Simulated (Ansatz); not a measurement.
## A strain series on GaN (rocksalt): uniaxial along z, other directions held

GaN in the rocksalt structure, relaxed with r2SCAN in the PAW code Ansatz, then strained (uniaxial along z, other directions held; changes of length per length, axes as in the cell below) with the atoms relaxed again within the symmetry that is left. Space group Fm-3m (No. 225), cubic; conventional cell a = 4.217 Å, 9.37 Å³ an atom. Around Ga lie 6 N at 2.11 Å; around N lie 6 Ga at 2.11 Å. (Calculated; spin-unpolarised; the phase may be known or hypothetical.)

```
Ga N
1.0
     0.00000    2.10852    2.10852
     2.10852    0.00000    2.10852
     2.10852    2.10852    0.00000
Ga N
1 1
Cartesian
  0.0000 0.0000 0.0000
  2.1085 2.1085 2.1085
```

Gaps are the least over each mesh (PBE 10×10×10, r2SCAN 10×10×10, HSE06 8×8×8 when unstrained) and the special points, which keep their unstrained names; stress is the change from the unstrained cell, compression positive.

```
strain (%)  gap, PBE (eV)  gap, r2SCAN (eV)  gap, HSE06 (eV)    edges, HSE06  stress along the strain, r2SCAN (GPa)  energy rise, r2SCAN (meV/atom)
      -0.5          0.629             1.157            1.898  Γ–K (0.47) → X                                  +1.90                             0.3
       0.0          0.633             1.159            1.898  Γ–K (0.47) → X                                   0.00                             0.0
      +3.0          0.327             0.838            1.554  Γ–K (0.49) → X                                  -9.27                             8.7
     +4.11          0.226             0.731            1.440  Γ–K (0.50) → X                                 -11.91                            15.6
```

Between zero and the nearest strains the slope of the HSE06 gap against strain is 0.000 eV per percent for negative and -0.115 for positive strain.

Where an edge lies off the special points, it is a point of the mesh or the k point where a search put PBE's edge or least direct gap, reused for the other functionals, whose own edges may lie a little apart.

The meshes of the hybrids are coarse, so their gaps aren't converged to the digits shown.
